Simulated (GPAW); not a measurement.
Crystal: HfC.

```
CELL_PARAMETERS angstrom
0.00000 2.32500 2.32500
2.32500 0.00000 2.32500
2.32500 2.32500 0.00000
ATOMIC_POSITIONS crystal
Hf 0.50000 0.50000 0.50000
C 0.00000 0.00000 0.00000
```

Base run:

| Item | Value |
| --- | --- |
| Program | GPAW 26.7.0 |
| Functional | AM05 |
| Potentials or basis | PAW data sets generated in the run's folder for this functional |
| Cutoff | 800 eV |
| Basis | pw |
| k mesh | 10 × 10 × 10 |
| Occupations | fermi-dirac, width 0.05 eV |
| Spin | no spin polarisation |

Its results: band gap on the k mesh none (metal or under the smearing width); pressure -6.1 GPa.

Problem. The run is repeated on the same cell with these changes: functional from AM05 to BLYP. What comes out?

Solution. Band gap on the k mesh none (metal or under the smearing width); pressure 7.5 GPa.

BLYP binds less tightly than AM05, so the same cell stands under more pressure.
